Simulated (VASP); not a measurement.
The system is Ge.

```
Ge
1.0
     3.99759    0.00000    0.00000
    -1.99879    3.46201    0.00000
     0.00000    0.00000    6.59938
Ge
4
Direct
  0.66667 0.33333 0.06290
  0.33333 0.66667 0.56290
  0.66667 0.33333 0.43710
  0.33333 0.66667 0.93710
```

This isn't the form of Ge at room conditions, which is diamond.

```yaml
Program: VASP 6.6.1
Task: relaxation of cell and atoms
Functional: LDA
Potentials_or_basis: VASP PAW LDA potentials, release 64 (Ge_d)
Cutoff: 600 eV
k_mesh: 12 × 12 × 5
Occupations: gaussian, width 0.03 eV
Spin: no spin polarisation
```

At the start: pressure -1.8 GPa; volume 22.83 Å³/atom.

**Question.** Where does the relaxation end?

**Answer.** Over 7 steps the energy falls by 3.6 meV/atom and the volume is 22.22 Å³/atom (-2.7 %); space group P6_3/mmc (No. 194, to 0.05 Å).

The path:
```tsv
step	energy change (eV)	largest force (eV/Å)	pressure (GPa)	volume (Å³)
1	0.0000	0.0045	-1.76	91.33
2	-0.0130	0.0040	0.48	88.06
3	-0.0146	0.0009	0.10	88.76
4	-0.0146	0.0004	-0.17	88.90
5	-0.0146	0.0017	0.07	88.82
6	-0.0146	0.0017	-0.18	88.94
7	-0.0146	0.0026	0.03	88.86
```

Final structure:
```xyz
4
Lattice="3.9619 0.0000 0.0000 -1.9809 3.4311 0.0000 0.0000 0.0000 6.5373" Properties=species:S:1:pos:R:3 pbc="T T T"
Ge    1.9809    1.1437    0.4111
Ge    0.0000    2.2874    3.6797
Ge    1.9809    1.1437    2.8576
Ge    0.0000    2.2874    6.1262
```
